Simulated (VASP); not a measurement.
# Band-edge properties of PbO (F-43m), part 2 of 3

The runs below take PbO at its given cell and follow the band edges through several levels. The cell is generated by rule, not measured, and may not be a known phase.

VASP 6.6.1, plane waves and PAW; the level of theory is named at each step.

So far. Step 3 (Bands on a dense mesh): At 54.8 GPa the cell is away from the equilibrium volume of this level: left free, it would expand.

The structure was built from a prototype and need not be the compound's stable phase.

## Step 4: Bands with spin-orbit coupling

This step: PBE, spin-orbit coupling; plane waves and PAW (Pb_d, O); invented cell (VASP 6.6.1).

Spin-orbit coupling can split and shift the band edges, more so for heavy elements, so the bands are solved again with spinors.

The input, INCAR:

```
SYSTEM = PbO
PREC = Accurate
ENCUT = 520
EDIFF = 1E-06
NELM = 100
ISMEAR = 0
SIGMA = 0.02
LREAL = .FALSE.
ALGO = Normal
GGA = PE
LNONCOLLINEAR = .TRUE.
MAGMOM = 0 0 0 0 0 0
NBANDS = 32
GGA_COMPAT = .FALSE.
LASPH = .TRUE.
LSORBIT = .TRUE.
LORBIT = 11
LWAVE = .FALSE.
LCHARG = .FALSE.
KPAR = 4
ISIF = 2
```

The input, POSCAR:

```
PbO
1.0
    0.0000000000      2.4826100000      2.4826100000
    2.4826100000      0.0000000000      2.4826100000
    2.4826100000      2.4826100000      0.0000000000
Pb O
1 1
Direct
    0.0000000000      0.0000000000      0.0000000000
    0.2500000000      0.2500000000      0.2500000000
```

The input, KPOINTS:

```
Automatic mesh
0
Gamma
10 10 10
0 0 0
```

The input, KPOINTS_OPT:

```
Line mode
16
Line-mode
Reciprocal
  0.00000000   0.00000000   0.00000000 GAMMA
  0.50000000   0.00000000   0.50000000 X

  0.50000000   0.00000000   0.50000000 X
  0.50000000   0.25000000   0.75000000 W

  0.50000000   0.25000000   0.75000000 W
  0.37500000   0.37500000   0.75000000 K

  0.37500000   0.37500000   0.75000000 K
  0.00000000   0.00000000   0.00000000 GAMMA

  0.00000000   0.00000000   0.00000000 GAMMA
  0.50000000   0.50000000   0.50000000 L

  0.50000000   0.50000000   0.50000000 L
  0.62500000   0.25000000   0.62500000 U

  0.62500000   0.25000000   0.62500000 U
  0.50000000   0.25000000   0.75000000 W

  0.50000000   0.25000000   0.75000000 W
  0.50000000   0.50000000   0.50000000 L

  0.50000000   0.50000000   0.50000000 L
  0.37500000   0.37500000   0.75000000 K

  0.62500000   0.25000000   0.62500000 U
  0.50000000   0.00000000   0.50000000 X
```

The projector-augmented-wave data sets are Pb_d and O (PBE family, release 64).

The run is started by

```
$ mpirun -np 4 vasp_ncl
```

Output:

```text
[... set-up lines as in an earlier step ...]
 entering main loop
       N       E                     dE             d eps       ncg     rms          rms(c)
DAV:   1     0.249266743941E+03    0.24927E+03   -0.97247E+03  4744   0.161E+03
DAV:   2     0.191551446927E+02   -0.23011E+03   -0.21580E+03  4904   0.453E+02
DAV:   3    -0.990131926683E+01   -0.29056E+02   -0.28353E+02  5552   0.173E+02
DAV:   4    -0.110953465264E+02   -0.11940E+01   -0.11923E+01  5504   0.368E+01
DAV:   5    -0.111443250075E+02   -0.48978E-01   -0.48975E-01  6704   0.751E+00    0.904E+00
DAV:   6    -0.896435868707E+01    0.21800E+01   -0.90269E+00  7792   0.403E+01    0.312E+00
DAV:   7    -0.892293105434E+01    0.41428E-01   -0.11176E+00  6096   0.105E+01    0.141E+00
DAV:   8    -0.891639265704E+01    0.65384E-02   -0.16618E-01  6680   0.415E+00    0.489E-01
DAV:   9    -0.891162674080E+01    0.47659E-02   -0.18542E-02  7472   0.173E+00    0.162E-01
DAV:  10    -0.891176641991E+01   -0.13968E-03   -0.24066E-03  5320   0.397E-01    0.889E-02
DAV:  11    -0.891176634144E+01    0.78478E-07   -0.18355E-04  7192   0.185E-01    0.257E-02
DAV:  12    -0.891178586482E+01   -0.19523E-04   -0.27991E-04  7160   0.146E-01    0.437E-02
DAV:  13    -0.891175830300E+01    0.27562E-04   -0.77158E-05  7336   0.121E-01    0.138E-02
DAV:  14    -0.891175706014E+01    0.12429E-05   -0.92684E-06  5056   0.223E-02    0.443E-03
DAV:  15    -0.891175623074E+01    0.82940E-06   -0.10541E-06  4336   0.163E-02
   1 F= -.89117562E+01 E0= -.89117038E+01  d E =-.104872E-03  mag=    -0.0000     0.0000     0.0000
 Start KPOINTS_OPT (optional k-point list driver)
k-point batch [1-73\160]
       N       E                     dE             ncg
DAV:   1     0.134736022618E+05   -0.24379E+05     4752
DAV:   2    -0.275104606676E+04   -0.16225E+05     4872
DAV:   3    -0.473961945957E+04   -0.19886E+04     5616
DAV:   4    -0.482384805607E+04   -0.84229E+02     5504
DAV:   5    -0.482732148656E+04   -0.34734E+01     6904
DAV:   6    -0.482740329096E+04   -0.81804E-01     5952
DAV:   7    -0.482740529549E+04   -0.20045E-02     6944
DAV:   8    -0.482740531262E+04   -0.17128E-04     5136
DAV:   9    -0.482740531311E+04   -0.48528E-06     3816
[...]
k-point batch [147-160\160]
       N       E                     dE             ncg
DAV:   1     0.475180302886E+05   -0.87334E+04      896
DAV:   2     0.444829349105E+05   -0.30351E+04      968
DAV:   3     0.441313251770E+05   -0.35161E+03     1064
DAV:   4     0.441166442843E+05   -0.14681E+02     1096
DAV:   5     0.441160361084E+05   -0.60818E+00     1328
DAV:   6     0.441160203565E+05   -0.15752E-01     1152
DAV:   7     0.441160199366E+05   -0.41987E-03     1352
DAV:   8     0.441160199331E+05   -0.35103E-05     1048
DAV:   9     0.441160199330E+05   -0.82560E-07      720
```

Run time: 50 s. Hardware: 4 MPI ranks of Intel Xeon 6975P-C (Granite Rapids), shared host; peak memory 1.4 GiB.

OUTCAR, selected parts (step 4):

```text
The static configuration has the point symmetry T_d .

 Found     73 irreducible k-points:

   k-points           NKPTS =     73   k-points in BZ     NKDIM =     73   number of bands    NBANDS=     32

   NELECT =      20.0000    total number of electrons

 E-fermi :   9.8083

 k-point     1 :       0.0000    0.0000    0.0000
  band No.  band energies     occupation
    ...
     16       5.3838      1.00000
     17       5.3838      1.00000
     18       5.3838      1.00000
     19       5.3937      1.00000
     20       5.3937      1.00000
     21      13.9473      0.00000
     22      13.9473      0.00000
     23      16.6190      0.00000
     24      16.6190      0.00000
     25      16.6190      0.00000
    ...

 k-point     2 :       0.1000    0.0000    0.0000
  band No.  band energies     occupation
    ...
     16       5.2843      1.00000
     17       5.2845      1.00000
     18       5.3340      1.00000
     19       5.5511      1.00000
     20       5.5511      1.00000
     21      13.7214      0.00000
     22      13.7214      0.00000
     23      15.8513      0.00000
     24      15.8513      0.00000
     25      16.6930      0.00000
    ...

  Total       10.3101035     10.3101035     10.3101035      0.0000000      0.0000000     -0.0000000
  in kB      539.7816442    539.7816442    539.7816442      0.0000000      0.0000000     -0.0000000
  external PRESSURE =     539.7816442 kB  Pullay stress =       0.0000000 kB

 POSITION                                       TOTAL-FORCE (eV/Angst)
 -----------------------------------------------------------------------------------
      0.00000      0.00000      0.00000         0.000000     -0.000000     -0.000000
      1.24131      1.24131      1.24131        -0.000000      0.000000      0.000000
 -----------------------------------------------------------------------------------
    total drift:                                0.000001      0.000001      0.000001

  FREE ENERGIE OF THE ION-ELECTRON SYSTEM (eV)
  ---------------------------------------------------
  free  energy   TOTEN  =        -8.9117562307 eV

  energy  without entropy=       -8.9116513590  energy(sigma->0) =       -8.91170379

 Spin-Orbit-Coupling matrix elements
 Ion:    1  E_soc:     -0.8068032
 Ion:    2  E_soc:     -0.0014184

 total charge
# of ion       s       p       d       tot
------------------------------------------
    1        1.408   0.808   9.925  12.142
    2        1.640   3.442   0.000   5.082
--------------------------------------------------
tot          3.049   4.250   9.925  17.224

 magnetization (x)
# of ion       s       p       d       tot
------------------------------------------
    1       -0.000   0.000   0.000  -0.000
    2        0.000   0.000   0.000   0.000
--------------------------------------------------
tot         -0.000   0.000   0.000  -0.000

 magnetization (y)
# of ion       s       p       d       tot
------------------------------------------
    1        0.000   0.000  -0.000  -0.000
    2        0.000   0.000   0.000   0.000
--------------------------------------------------
tot          0.000   0.000  -0.000  -0.000

 magnetization (z)
# of ion       s       p       d       tot
------------------------------------------
    1        0.000   0.000   0.000   0.000
    2        0.000   0.000   0.000   0.000
--------------------------------------------------
tot          0.000   0.000   0.000   0.000

[... 6 parts as in an earlier step ...]

[... 6 further parts left out ...]
```

LASPH is on here and off in the session's scalar semilocal runs, so a comparison with those holds both changes.

This step gave:

| Item | Value |
| --- | --- |
| SCF cycles | 15 |
| bands | 32 |
| irreducible k-points | 73 |
| free energy (TOTEN) | -8.912 eV |
| energy at zero smearing | -8.912 eV |
| Fermi energy | 9.808 eV |
| pressure | 53.98 GPa |

The spin moment in the PAW sphere vanishes on all atoms.

On-site spin-orbit energy by atom:

| atom | on-site spin-orbit energy (eV) |
| --- | --- |
| Pb1 | -0.807 |
| O2 | -0.001 |

Electronic bands along the path, in eV, zero at the Fermi level; # counts the bands kept, so #1 is VASP's band 13:

```csv
point,#5,#6,#7,#8,#9,#10,#11,#12
Γ,-4.42,-4.42,-4.41,-4.41,4.14,4.14,6.81,6.81
0.53 of the way,-5.48,-5.48,-2.52,-2.52,1.83,1.83,5.64,5.64
X,-6.38,-6.38,-0.90,-0.90,-0.05,-0.05,5.59,5.59
0.47 of the way,-6.62,-6.49,-0.17,-0.02,0.00,0.01,4.92,5.13
W,-6.87,-6.63,0.05,0.07,1.34,1.63,2.84,4.24
0.47 of the way,-6.57,-6.32,-0.09,-0.08,1.02,1.06,3.46,4.28
K,-6.14,-6.07,-0.35,-0.31,0.72,0.73,3.82,4.31
0.47 of the way,-4.97,-4.89,-2.61,-2.45,2.44,2.51,4.01,4.16
Γ,-4.42,-4.42,-4.41,-4.41,4.14,4.14,6.81,6.81
0.47 of the way,-4.81,-4.73,-3.73,-3.73,2.73,2.73,5.54,5.54
L,-5.19,-5.19,-2.99,-2.99,1.66,1.66,5.51,5.51
0.47 of the way,-5.55,-5.49,-1.73,-1.57,1.65,1.74,3.98,4.31
U,-6.14,-6.07,-0.35,-0.31,0.72,0.73,3.82,4.31
0.47 of the way,-6.49,-6.26,-0.14,-0.11,0.95,0.98,3.55,4.29
W,-6.87,-6.63,0.05,0.07,1.34,1.63,2.84,4.24
0.47 of the way,-5.94,-5.68,-1.14,-1.00,1.63,1.81,3.37,3.92
L,-5.19,-5.19,-2.99,-2.99,1.66,1.66,5.51,5.51
0.53 of the way,-5.63,-5.57,-1.48,-1.34,1.61,1.72,3.74,4.13
K,-6.14,-6.07,-0.35,-0.31,0.72,0.73,3.82,4.31
jump to U,-6.14,-6.07,-0.35,-0.31,0.72,0.73,3.82,4.31
0.53 of the way,-6.41,-6.36,-0.59,-0.47,0.00,0.00,5.02,5.26
X,-6.38,-6.38,-0.90,-0.90,-0.05,-0.05,5.59,5.59
```

Of the projections kept (Pb, O), the largest for each band there; the rest of the weight can lie on other orbitals:

```csv
point,#5,#6,#7,#8,#9,#10,#11,#12
Γ,O 0.85,O 0.85,O 0.83,O 0.83,Pb 0.98,Pb 0.98,Pb 1.00,Pb 1.00
X,O 0.76,O 0.76,Pb 0.84,Pb 0.84,O 0.54,O 0.54,O 0.52,O 0.52
W,O 0.69,O 0.69,O 0.60,O 0.60,O 0.55,Pb 0.50,Pb 0.80,Pb 0.84
K,O 0.76,O 0.76,Pb 0.52,Pb 0.50,Pb 0.55,Pb 0.51,O 0.58,O 0.59
Γ,O 0.85,O 0.85,O 0.83,O 0.83,Pb 0.98,Pb 0.98,Pb 1.00,Pb 1.00
L,O 0.82,O 0.82,Pb 0.66,Pb 0.66,O 0.74,O 0.74,Pb 0.87,Pb 0.87
```

## Step 5: Orbitals for bands with HSE06

This step: PBE; plane waves and PAW (Pb_d, O); invented cell (VASP 6.6.1).

The hybrid starts from PBE orbitals, which saves many expensive cycles.

The input, INCAR:

```
SYSTEM = PbO
PREC = Accurate
ENCUT = 520
EDIFF = 1E-05
NELM = 100
ISMEAR = 0
SIGMA = 0.02
LREAL = .FALSE.
ALGO = Normal
GGA = PE
NBANDS = 16
LORBIT = 11
LWAVE = .TRUE.
LCHARG = .FALSE.
KPAR = 4
```

POSCAR is that of step 4.

The input, KPOINTS:

```
Automatic mesh
0
Gamma
6 6 6
0 0 0
```

The run is started by

```
$ mpirun -np 4 vasp_std
```

Output:

```text
[... set-up lines as in an earlier step ...]
 entering main loop
       N       E                     dE             d eps       ncg     rms          rms(c)
DAV:   1     0.168483585251E+03    0.16848E+03   -0.10812E+04   512   0.158E+03
DAV:   2    -0.624842422662E-01   -0.16855E+03   -0.16238E+03   544   0.377E+02
DAV:   3    -0.106413123175E+02   -0.10579E+02   -0.10543E+02   656   0.996E+01
DAV:   4    -0.108286693542E+02   -0.18736E+00   -0.18734E+00   616   0.144E+01
DAV:   5    -0.108357944225E+02   -0.71251E-02   -0.71250E-02   720   0.262E+00    0.917E+00
DAV:   6    -0.859667598209E+01    0.22391E+01   -0.12492E+01   776   0.396E+01    0.319E+00
DAV:   7    -0.853139421016E+01    0.65282E-01   -0.10164E+00   664   0.923E+00    0.135E+00
DAV:   8    -0.853052694074E+01    0.86727E-03   -0.19645E-01   608   0.461E+00    0.101E+00
DAV:   9    -0.851857404098E+01    0.11953E-01   -0.31610E-02   696   0.218E+00    0.220E-01
DAV:  10    -0.851835305681E+01    0.22098E-03   -0.26972E-03   624   0.510E-01    0.291E-02
DAV:  11    -0.851840039149E+01   -0.47335E-04   -0.10997E-04   656   0.797E-02    0.198E-02
DAV:  12    -0.851839874759E+01    0.16439E-05   -0.16977E-05   512   0.728E-02
   1 F= -.85183987E+01 E0= -.85181491E+01  d E =-.499338E-03
 writing wavefunctions
```

It took 2 s on 4 MPI ranks; peak memory 0.59 GiB.

OUTCAR, selected parts (step 5):

```text
   k-points           NKPTS =     16   k-points in BZ     NKDIM =     16   number of bands    NBANDS=     16

   NELECT =      20.0000    total number of electrons

 E-fermi :   9.9113

 k-point     1 :       0.0000    0.0000    0.0000
  band No.  band energies     occupation
    ...
      6      -7.5510      2.00000
      7       2.3132      2.00000
      8       5.4745      2.00000
      9       5.4745      2.00000
     10       5.4745      2.00000
     11      15.8284      0.00000
     12      15.8284      0.00000
     13      15.8284      0.00000
     14      20.1846      0.00000
     15      22.5042      0.00000
    ...

  Total       10.5381179     10.5381179     10.5381179      0.0000000     -0.0000000      0.0000000
  in kB      551.7192542    551.7192542    551.7192542      0.0000000     -0.0000000      0.0000000
  external PRESSURE =     551.7192542 kB  Pullay stress =       0.0000000 kB

 POSITION                                       TOTAL-FORCE (eV/Angst)
 -----------------------------------------------------------------------------------
      0.00000      0.00000      0.00000         0.000000      0.000000      0.000000
      1.24131      1.24131      1.24131        -0.000000     -0.000000     -0.000000
 -----------------------------------------------------------------------------------
    total drift:                                0.000000      0.000000      0.000000

  FREE ENERGIE OF THE ION-ELECTRON SYSTEM (eV)
  ---------------------------------------------------
  free  energy   TOTEN  =        -8.5183987476 eV

  energy  without entropy=       -8.5178994099  energy(sigma->0) =       -8.51814908

[... 6 parts as in an earlier step ...]

[... 10 further parts left out ...]
```

The k-mesh is coarse for a metal.

This step gave:

- SCF cycles: 12
- bands: 16
- irreducible k-points: 16
- free energy (TOTEN): -8.518 eV
- energy at zero smearing: -8.518 eV
- Fermi energy: 9.911 eV
- pressure: 55.17 GPa

The run ends at a pressure of 55.17 GPa.

(Continued in part 3 of 3.)

[Lines on the potential files, build, host, timing and source positions are cut from VASP's logs without a mark.]

[Logs are printed without paths, hosts, clocks, repeated set-up lines and the standing remarks that a program may print on its own settings, such as how far it seeks lower states.]

[Hosts, paths, dates, database ids (printed as entryN), source tags and the programs' standing remarks are cut or masked in the printed files.]

[In band tables of VASP the shares of atoms and orbitals are scaled to a sum of 1 inside the atoms' spheres.]

[Gaps and slopes under strain along one axis are those of the sampled path and mesh points; where strain splits equal valleys, another of them can be the edge.]
